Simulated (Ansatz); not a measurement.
# Be2C: the cost of one run

Computed with Ansatz 0.2.0 through its Python package. Level of theory: DFT r2SCAN, plane waves, PAW.

**1. Starting point**

The structure is cubic, space group Fm-3m (No. 225). The conventional cell has a = 4.330 Å, b = 4.330 Å, c = 4.330 Å, α = 90.00°, β = 90.00°, γ = 90.00°. Be (site symmetry -43m) has 4 C at 1.87 Å as nearest neighbours. Around C (site symmetry m-3m) lie 8 Be at 1.87 Å.

The script holds or builds the structure itself.

**2. The code**

be2c_eos.py

```python
# -*- coding: utf-8 -*-
"""Energy against volume for Be2C, with a fit."""

import warnings

import ansatz as az
import numpy as np
from pymatgen.analysis.eos import EOS

VECTORS = np.array([
    [0.0, 2.165, 2.165],
    [2.165, 0.0, 2.165],
    [2.165, 2.165, 0.0],
])
SITES = [
    ("Be", (0.25, 0.25, 0.25)),
    ("Be", (0.75, 0.75, 0.75)),
    ("C", (0.0, 0.0, 0.0)),
]


def on_lattice(cell):
    crystal = az.Crystal(lattice=az.Lattice.of(cell))
    for symbol, position in SITES:
        crystal = crystal.atom(symbol, position)
    return crystal

warnings.simplefilter("ignore", az.DeckWarning)

# scale the volume, keep shape and fractions
volumes, energies, pressures = [], [], []
for scale in np.linspace(0.95, 1.07, 5):
    cell = VECTORS * scale ** (1 / 3)
    calculation = (
        on_lattice(cell).calculation()
        .functional("r2SCAN")
        .scf(lower_state_search="standard")
        .occupations("fixed")
        .mixing("broyden", beta=0.1)
        .eigensolver("davidson")
        .basis(600)
        .kpoints(7, 7, 7)
        .stress()
    )
    rep = calculation.run().report
    volumes.append(abs(np.linalg.det(cell)) / len(SITES))
    energies.append(rep["free_energy_ev"] / len(SITES))
    pressures.append(np.trace(rep["stress_gpa"]) / 3)
    print(f"V = {volumes[-1]:8.4f} A^3/atom  F = {energies[-1]:.5f} eV/atom  P = {pressures[-1]:8.3f} GPa")

for form in ["birch_murnaghan", "murnaghan"]:
    fit = EOS(eos_name=form).fit(volumes, energies)
    print(f"{form:18s} V0 {fit.v0:8.4f} A^3/atom  B0 {fit.b0_GPa:7.1f} GPa  B1 {fit.b1:5.2f}")
```

**3. Launch**

Started as:

```bash
python be2c_eos.py
```

Q: Estimate wall time and peak memory on 1 thread of Arm Neoverse V1, shared host.

About 10 s, with a peak of 0.49 GiB.
